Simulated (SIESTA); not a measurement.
PtS2:

```
CELL_PARAMETERS angstrom
3.54320 0.00000 0.00000
-1.77160 3.06850 0.00000
0.00000 0.00000 5.03880
ATOMIC_POSITIONS crystal
Pt 0.00000 0.00000 0.00000
S 0.66667 0.33333 0.77300
S 0.33333 0.66667 0.22700
```

Base run:

| Property | Result |
| --- | --- |
| Program | SIESTA 5.4.2 |
| Functional | PBEsol |
| Potentials or basis | PseudoDojo 0.4 standard (PBEsol files) |
| Basis | DZP (energy shift 0.003 Ry; two zetas on semicore shells) |
| Grid cutoff | 800 Ry |
| Energy shift | 0.003 Ry |
| k mesh | 9 × 9 × 5 |
| Occupations | fermi-dirac, width 0.05 eV |
| Spin | no spin polarisation |

Its results: band gap on the k mesh 0.91 eV, indirect (least direct gap 0.95 eV); pressure 9.5 GPa; largest force 1.612 eV/Å.

Problem. The run is repeated on the same cell with these changes: functional from PBEsol to LDA; potentials or basis from PseudoDojo 0.4 standard (PBEsol files) to PseudoDojo 0.4 standard (LDA files). What comes out?

Solution. Band gap on the k mesh 0.87 eV, indirect (least direct gap 0.91 eV); pressure 6.7 GPa; largest force 1.469 eV/Å.

Caveats: short orbitals over semicore shells can move pressures by several GPa; spin-orbit coupling is left out, which moves the levels of the heavy elements; the basis of atomic orbitals isn't converged, which shifts pressures, moduli and gaps; forces of over 1 eV/Å show positions far from the minimum, so gaps and moduli don't describe the material at rest; an odd mesh through Γ misses points on the zone boundary, where band edges often lie (some runs).

Not every run made on this cell is shown here.
